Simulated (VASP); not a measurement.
# CdTe (F-43m) in VASP: notebook, part 2 of 2

VASP 6.6.1.

**3. Single point, HSE06 (36.57 Å³/atom)**

This run uses another cell than the first one, of 36.57 Å³/atom.

POSCAR

```
CdTe
1.0
    0.0000000000      3.3191162261      3.3191162261
    3.3191162261      0.0000000000      3.3191162261
    3.3191162261      3.3191162261      0.0000000000
Cd Te
1 1
Direct
    0.0000000000      0.0000000000      0.0000000000
    0.2500000000      0.2500000000      0.2500000000
```

INCAR.step1

```
SYSTEM = CdTe
PREC = Accurate
ENCUT = 520
EDIFF = 1E-5
ISMEAR = 0
SIGMA = 0.02
LREAL = .FALSE.
LASPH = .TRUE.
NELM = 80
ALGO = Normal
ISIF = 2
LWAVE = .TRUE.
LCHARG = .FALSE.
NBANDS = 16
GGA = PE
```

INCAR.step2

```
SYSTEM = CdTe
PREC = Accurate
ENCUT = 520
EDIFF = 1E-7
ISMEAR = 0
SIGMA = 0.02
LREAL = .FALSE.
LASPH = .TRUE.
NELM = 80
ALGO = Normal
ISIF = 2
LWAVE = .FALSE.
LCHARG = .FALSE.
GGA = PE
LHFCALC = .TRUE.
HFSCREEN = 0.2079
PRECFOCK = Normal
NBANDS = 16
ISTART = 1
```

KPOINTS

```
regular mesh
0
G
  4 4 4
  0 0 0
```

Potentials or basis: VASP PAW PBE potentials, release 64 (Cd, Te).

The run is started by

```bash
cat potpaw_PBE.64/Cd/POTCAR potpaw_PBE.64/Te/POTCAR > POTCAR
cp INCAR.step1 INCAR
mpirun -np 1 vasp_std > vasp.out
cp INCAR.step2 INCAR
mpirun -np 1 vasp_std > vasp.out
```

OUTCAR:

```text
SYSTEM = CdTe
   PREC = Accurate
   ENCUT = 520
   EDIFF = 1E-7
   ISMEAR = 0
   LREAL = .FALSE.
   LASPH = .TRUE.
   NELM = 80
   ISIF = 2
   GGA = PE
   LHFCALC = .TRUE.
   HFSCREEN = 0.2079
   PRECFOCK = Normal
   ISTART = 1

 ion  position               nearest neighbor table
   1  0.000  0.000  0.000-   2 2.87   2 2.87   2 2.87   2 2.87
   2  0.250  0.250  0.250-   1 2.87   1 2.87   1 2.87   1 2.87

  LATTYP: Found a face centered cubic cell.
 ALAT       =     6.6382324522

  Lattice vectors:

 A1 = (   0.0000000000,   3.3191162261,   3.3191162261)
 A2 = (   3.3191162261,   0.0000000000,   3.3191162261)
 A3 = (   3.3191162261,   3.3191162261,   0.0000000000)

Analysis of symmetry for initial positions (statically):
=====================================================================
 Subroutine PRICEL returns:
 Original cell was already a primitive cell.

 Routine SETGRP: Setting up the symmetry group for a
 face centered cubic supercell.

 Subroutine GETGRP returns: Found 24 space group operations
 (whereof 24 operations were pure point group operations)
 out of a pool of 48 trial point group operations.

The static configuration has the point symmetry T_d .

Analysis of symmetry for dynamics (positions and initial velocities):
=====================================================================
 Subroutine PRICEL returns:
 Original cell was already a primitive cell.

 Routine SETGRP: Setting up the symmetry group for a
 face centered cubic supercell.

 Subroutine GETGRP returns: Found 24 space group operations
 (whereof 24 operations were pure point group operations)
 out of a pool of 48 trial point group operations.

The dynamic configuration has the point symmetry T_d .

 Subroutine INISYM returns: Found 24 space group operations
 (whereof 24 operations are pure point group operations),
 and found     1 'primitive' translations

----------------------------------------------------------------------------------------

                                     Primitive cell

  volume of cell :      73.1303

  direct lattice vectors                    reciprocal lattice vectors
     0.000000000  3.319116226  3.319116226    -0.150642510  0.150642510  0.150642510
     3.319116226  0.000000000  3.319116226     0.150642510 -0.150642510  0.150642510
     3.319116226  3.319116226  0.000000000     0.150642510  0.150642510 -0.150642510

  length of vectors
     4.693939182  4.693939182  4.693939182     0.260920481  0.260920481  0.260920481

  position of ions in fractional coordinates (direct lattice)
     0.000000000  0.000000000  0.000000000
     0.250000000  0.250000000  0.250000000

  ion indices of the primitive-cell ions
   primitive index   ion index
                 1           1
                 2           2

----------------------------------------------------------------------------------------

 KPOINTS: regular mesh

Automatic generation of k-mesh.
 Grid dimensions read from file:
 generate k-points for:    4    4    4

 Generating k-lattice:

  Cartesian coordinates                     Fractional coordinates (reciprocal lattice)
[... 21 lines left out ...]
  0.500000  0.250000  0.000000     24.000000
 -0.250000  0.250000  0.000000     12.000000
  0.500000  0.500000  0.000000      3.000000
 -0.250000  0.500000  0.250000      6.000000
   k-points           NKPTS =      8   k-points in BZ     NKDIM =     64   number of bands    NBANDS=     16
   number of dos      NEDOS =    301   number of ions     NIONS =      2
   total plane-waves  NPLWV =  46656
   dimension x,y,z NGX =    36 NGY =   36 NGZ =   36
   dimension x,y,z NGXF=    72 NGYF=   72 NGZF=   72
   ions per type =               1   1
   NGX,Y,Z   is equivalent  to a cutoff of  12.75, 12.75, 12.75 a.u.
   NGXF,Y,Z  is equivalent  to a cutoff of  25.50, 25.50, 25.50 a.u.
 SYSTEM =  CdTe
   PREC   = accura    normal or accurate (medium, high low for compatibility)
   ISTART =      1    job   : 0-new  1-cont  2-samecut
   ICHARG =      0    charge: 1-file 2-atom 10-const
   ISPIN  =      1    spin polarized calculation?
   LNONCOLLINEAR =      F non collinear calculations
   LSORBIT =      F    spin-orbit coupling
   LASPH  =      T    aspherical Exc in radial PAW
   ENCUT  =  520.0 eV  38.22 Ry    6.18 a.u.   8.73  8.73  8.73*2*pi/ulx,y,z
   NELM   =     80;   NELMIN=  2; NELMDL=  0     # of ELM steps
   EDIFF  = 0.1E-06   stopping-criterion for ELM
   LREAL  =      F    real-space projection
   EDIFFG = 0.1E-05   stopping-criterion for IOM
   NSW    =      0    number of steps for IOM
   IBRION =     -1    ionic relax: 0-MD 1-quasi-New 2-CG
   NFREE  =      0    steps in history (QN), initial steepest desc. (CG)
   ISIF   =      2    stress and relaxation
   ISYM   =      3    0-nonsym 1-usesym 2-fastsym
   POTIM  = 0.5000    time-step for ionic-motion
   TEBEG  =    0.0;   TEEND  =   0.0 temperature during run
   PSTRESS=    0.0 pullay stress
   NELECT =      18.0000    total number of electrons
   NUPDOWN=      -1.0000    fix difference up-down
   EMIN   =  10.00;   EMAX   =-10.00  energy-range for DOS
   EFERMI =   0.00;   METHOD = LEGACY
   ISMEAR =     0;   SIGMA  =   0.02  broadening in eV -4-tet -1-fermi 0-gaus
   EFERMI_NEDOS =   21; number of points for ismear=-14 and -15
   IALGO  =     38    algorithm
   IMIX   =      1    mixing-type and parameters
     AMIX     =   0.40;   BMIX     =  1.00
     AMIX_MAG =   1.60;   BMIX_MAG =  1.00
  volume/ion in A,a.u.               =      36.57       246.75
  Fermi-wavevector in a.u.,A,eV,Ry     =   1.025967  1.938796 14.321593  1.052607
  Thomas-Fermi vector in A             =   2.159835
   LORBIT       =      0    0 simple, 1 ext, 2 COOP (PROOUT), +10 PAW based schemes
   GGA     = PE    functional components
   LHFCALC =     T    Hartree Fock is set to
   PRECFOCK=normal    Normal, Fast or Accurate (Low or Medium for compatibility)
   ENCUT4O =  -1.0   cutoff for four orbital integrals eV
   NKREDX  =     1    reduce k-point grid by
   NKREDY  =     1    reduce k-point grid by
   NKREDZ  =     1    reduce k-point grid by
   AEXX    =    0.2500 exact exchange contribution
   HFSCREEN=    0.2079 screening length (either q_TF or 0.3 A-1)
   HFSCREENC=   0.2079 screening length for correlation (either q_TF or 0.3 A-1)
   ENCUTFOCK=  -1.0 apply spherical cutoff to Coloumb kernel
   IVDW    =     0    specifies the selected vdW correction
   LEPSILON=     F    determine dielectric tensor
   LRPA    =     F    only Hartree local field effects (RPA)
 non-spin polarized calculation
 Gauss-broadening in eV      SIGMA  =   0.02
  energy-cutoff  :      520.00
  volume of cell :       73.13
 maximum number of plane-waves:      1996
 NGX is ok and might be reduce to    36
  NGX = 28; NGY = 28; NGZ = 28

 number of electron      18.0000005 magnetization

 Free energy of the ion-electron system (eV)
  ---------------------------------------------------
  ext. energy  EPLUGINS =         0.00000000
  ---------------------------------------------------
  free energy    TOTEN  =        -5.98715695 eV

  energy without entropy =       -5.98715695  energy(sigma->0) =       -5.98715695

 E-fermi :   1.3176     XC(G=0):  -6.9117

 val. band max:        1.2313445437   @ k =   0.0000   0.0000   0.0000
 cond. band min:       2.5582176087   @ k =   0.0000   0.0000   0.0000
 fundamental gap:      1.3268730650
 Fermi energy:         1.3175584472

 k-point     1 :       0.0000    0.0000    0.0000
  band No.  band energies     occupation
      1     -10.4871      2.00000
      2      -8.1742      2.00000
      3      -8.1742      2.00000
      4      -8.1742      2.00000
      5      -7.9609      2.00000
      6      -7.9609      2.00000
[... 129 lines left out ...]
      3      -8.0681      2.00000
      4      -7.9845      2.00000
      5      -7.9588      2.00000
      6      -7.3494      2.00000
[... 8 lines left out ...]
     15      13.1695      0.00000
     16      13.3301      0.00000

------------------------ aborting loop because EDIFF is reached ----------------------------------------

  FORCE on cell =-STRESS in cart. coord.  units (eV):
  Direction    XX          YY          ZZ          XY          YZ          ZX
  --------------------------------------------------------------------------------------
  -------------------------------------------------------------------------------------
  Total       -0.5139624     -0.5139624     -0.5139624     -0.0000000      0.0000000     -0.0000000
  in kB      -11.2601594    -11.2601594    -11.2601594     -0.0000000      0.0000000     -0.0000000
  external PRESSURE =     -11.2601594 kB  Pullay stress =       0.0000000 kB

 VOLUME and BASIS-vectors are now :
 -----------------------------------------------------------------------------
  energy-cutoff  :      520.00
  volume of cell :       73.13
      direct lattice vectors                 reciprocal lattice vectors
     0.000000000  3.319116226  3.319116226    -0.150642510  0.150642510  0.150642510
     3.319116226  0.000000000  3.319116226     0.150642510 -0.150642510  0.150642510
     3.319116226  3.319116226  0.000000000     0.150642510  0.150642510 -0.150642510

 POSITION                                       TOTAL-FORCE (eV/Angst)
 -----------------------------------------------------------------------------------
      0.00000      0.00000      0.00000         0.000000      0.000000      0.000000
      1.65956      1.65956      1.65956        -0.000000     -0.000000     -0.000000
 -----------------------------------------------------------------------------------
    total drift:                                0.000001      0.000011      0.000000

  FREE ENERGIE OF THE ION-ELECTRON SYSTEM (eV)
  ---------------------------------------------------
  free  energy   TOTEN  =        -5.9871569494 eV

  energy  without entropy=       -5.9871569494  energy(sigma->0) =       -5.98715695
```

Wall time 12 min (1 thread of Intel Xeon Platinum 8259CL at 2.50GHz (Skylake/Cascade Lake), shared host); peak memory 0.33 GiB.

Results:

```
Free energy            : -5.9872 eV
Pressure               : -1.1 GPa
Band gap on the k mesh : 1.33 eV
```

Levels at points of the mesh, in eV from the valence-band top:
```tsv
k point	band 5	band 6	band 7	band 8	band 9	band 10	band 11	band 12	band 13	band 14
(0.00, 0.00, 0.00)	-9.19	-9.19	0.00	0.00	0.00	1.33	5.50	5.50	5.50	8.36
(0.50, 0.00, 0.00)	-9.19	-8.80	-4.31	-0.72	-0.72	2.53	6.06	6.06	7.89	9.45
(0.50, 0.50, 0.00)	-9.17	-8.64	-4.24	-1.75	-1.75	3.42	3.46	9.56	9.98	9.98
```

Caveat: the PAW data sets were made with another functional, which shifts forces and pressure a little; spin-orbit coupling is left out, which moves the levels of the heavy elements.

**4. Single point, HSE06 (37.63 Å³/atom)**

This run uses another cell than the first one, of 37.63 Å³/atom.

POSCAR

```
CdTe
1.0
    0.0000000000      3.3510327631      3.3510327631
    3.3510327631      0.0000000000      3.3510327631
    3.3510327631      3.3510327631      0.0000000000
Cd Te
1 1
Direct
    0.0000000000      0.0000000000      0.0000000000
    0.2500000000      0.2500000000      0.2500000000
```

INCAR.step1

```
ALGO = Normal ; EDIFF = 1E-5
ENCUT = 520 ; GGA = PE
ISIF = 2 ; ISMEAR = 0
LASPH = True ; LREAL = False
LWAVE = True ; NBANDS = 16
NELM = 60 ; PREC = Accurate
SIGMA = 0.02
```

INCAR.step2

```
ALGO = Normal ; EDIFF = 1E-7
ENCUT = 520 ; GGA = PE
HFSCREEN = 0.2079 ; ISIF = 2
ISMEAR = 0 ; ISTART = 1
LASPH = True ; LCHARG = True
LELF = True ; LHFCALC = True
LREAL = False ; LVHAR = True
LWAVE = False ; NBANDS = 16
NELM = 60 ; PREC = Accurate
PRECFOCK = Normal ; SIGMA = 0.02
```

KPOINTS

```
k-points
0
Gamma
  4 4 4
```

The run is started by

```bash
cat potpaw_PBE.64/Cd/POTCAR potpaw_PBE.64/Te/POTCAR > POTCAR
cp INCAR.step1 INCAR
mpirun -np 1 vasp_std > vasp.out
cp INCAR.step2 INCAR
mpirun -np 1 vasp_std > vasp.out
```

Run time: 22 min. Hardware: 1 thread of Intel Xeon Platinum 8259CL at 2.50GHz (Skylake/Cascade Lake), shared host; peak memory 0.32 GiB.

The run converged. Its results:

| Property | Result |
| --- | --- |
| Free energy | -5.9664 eV |
| Pressure | -2.0 GPa |
| Band gap on the k mesh | 1.23 eV |

Levels at points of the mesh, in eV from the valence-band top:
```
           k point  band 6  band 7  band 8  band 9  band 10  band 11  band 12  band 13
(0.00, 0.00, 0.00)   -9.15    0.00    0.00    0.00     1.23     5.51     5.51     5.51
(0.50, 0.00, 0.00)   -8.78   -4.16   -0.68   -0.68     2.49     6.06     6.06     7.83
(0.50, 0.50, 0.00)   -8.63   -4.10   -1.66   -1.66     3.45     3.47     9.39     9.82
```

Caveat: the PAW data sets were made with another functional, which shifts forces and pressure a little; spin-orbit coupling is left out, which moves the levels of the heavy elements.

**5. Summary**

```tsv
cell	gap on the mesh (eV)	pressure (GPa)
a = 4.648 Å, angles 60.0°, 2 atoms	1.42	0.0
a = 4.694 Å, angles 60.0°, 2 atoms	1.33	-1.1
a = 4.739 Å, angles 60.0°, 2 atoms	1.23	-2.0
```

Alike in all rows: task single point; level HSE06; potentials or basis VASP PAW PBE potentials, release 64 (Cd, Te); no spin polarisation; k mesh 4 × 4 × 4; cutoff (eV) 520; smearing gaussian 0.02 eV.

Caveats: the PAW data sets were made with another functional, which shifts forces and pressure a little; spin-orbit coupling is left out, which moves the levels of the heavy elements.

Total energies depend on the potentials used, so only differences within one code and one set of settings carry meaning.

**6. Comparison with measurements**

Step 2. A measured gap of CdTe is 1.607 eV (0 K; a printed reference work, data compilation); the calculated 1.42 eV misses it by -0.18 eV. Spin-orbit coupling on Cd, Te is left out. The value is that of HSE06, without temperature or zero-point motion.
